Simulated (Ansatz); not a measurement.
## Al started on a N site in zincblende AlN, 64 atoms, charge 0

All numbers come from Ansatz (PAW, plane waves, no spin–orbit coupling) at the single k point (¼, ¼, ¼) without its symmetry partners. The atoms were relaxed with PBEsol in a fixed cell; other functionals are single points on those atoms unless said otherwise. The valence top and gap of the host come from its small cell on a dense mesh, with the band extrema sought between the mesh points, lined up by the mean potential, PBEsol gap 3.19 eV, HSE06 gap 4.55 eV.

Cell: a = 8.755 Å, b = 8.755 Å, c = 8.755 Å, α = 90.00°, β = 90.00°, γ = 90.00°.

Nearest atoms after relaxation, from the placed atom (for vacancies from the middle of the vacant sites): N at 2.11 Å, Al at 2.22 Å, Al at 2.26 Å, Al at 2.27 Å, Al at 2.59 Å, N at 2.64 Å, N at 2.66 Å, Al at 2.85 Å.

Chemical potentials μ are those of reference phases of the elements at zero temperature by the same functional (the usual solids, diamond for C, grey Sn, and the molecules H2, N2, O2, F2, Cl2, Br2 and S8).

```tsv
functional	E(defect) − E(host) − Σ nμ + q·E_VBM (eV)	monopole (eV)	alignment (eV)	formation energy at E_F = VBM (eV)	moment (μB)	wall time, shared host
PBEsol	11.43	0.00	0.00	11.43	0 (no spin)	71 s on 7 threads of Neoverse-V2 (relaxation)
HSE06	12.04	0.00	0.00	12.04	0 (no spin)	100 s on 7 threads of Neoverse-V2
```

HSE06 one-electron levels near the gap (the ten most localised at most), from the host's valence top:

```csv
level (eV),spin,filling,atoms sharing it,element of the atom with most weight
-0.21,both,2.00,28.8,spread
-0.16,both,2.00,30.4,spread
-0.11,both,2.00,31.0,spread
-0.04,both,2.00,35.2,spread
0.02,both,2.00,36.2,spread
0.20,both,2.00,16.9,Al
3.15,both,2.00,9.7,Al
3.35,both,2.00,8.4,Al
```

All elements are taken at their own reference at once; growth conditions in equilibrium with the host shift these energies, by up to the host's formation enthalpy.

One k point and a cell of this size can leave errors of several tenths of an eV in such numbers.
